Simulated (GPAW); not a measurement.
Crystal: MgS (Niningerite).

```
S Mg
1.0
     0.00000    2.60165    2.60165
     2.60165    0.00000    2.60165
     2.60165    2.60165    0.00000
S Mg
1 1
Direct
  0.50000 0.50000 0.50000
  0.00000 0.00000 0.00000
```

Base run:

- Program: GPAW 26.7.0
- Functional: revPBE
- Potentials or basis: the program's PAW data sets (release 1.2.1) made for this functional
- Cutoff: 800 eV
- Basis: pw
- k mesh: 7 × 7 × 7
- Occupations: fermi-dirac, width 0.05 eV
- Spin: no spin polarisation

Its results: band gap on the k mesh 3.14 eV, indirect (least direct gap 3.85 eV); pressure 2.8 GPa.

Task: After a change of settings the same cell gave: band gap on the k mesh 2.94 eV, indirect (least direct gap 3.68 eV); pressure 1.4 GPa. Which change was it?
A. functional from revPBE to PBE; potentials or basis from the program's PAW data sets (release 1.2.1) made for this functional to GPAW PAW data sets (gpaw-data 1.2.1), other valence; cutoff from 800 eV to 650 eV; valence electrons from 16 to 8
B. functional from revPBE to LDA; band points from 100 to 80
C. functional from revPBE to SOGGA; potentials or basis from the program's PAW data sets (release 1.2.1) made for this functional to PAW data sets generated in the run's folder for this functional
D. k mesh from 7 × 7 × 7 to 9 × 9 × 9

Result: A.

Caveats: the mesh misses the band edges, which the band path finds closer together (some runs); the cutoff is short for stress and forces, so pressures can be off by a GPa or more (some runs); an odd mesh through Γ misses points on the zone boundary, where band edges often lie (some runs).

Not every run made on this cell is shown here.
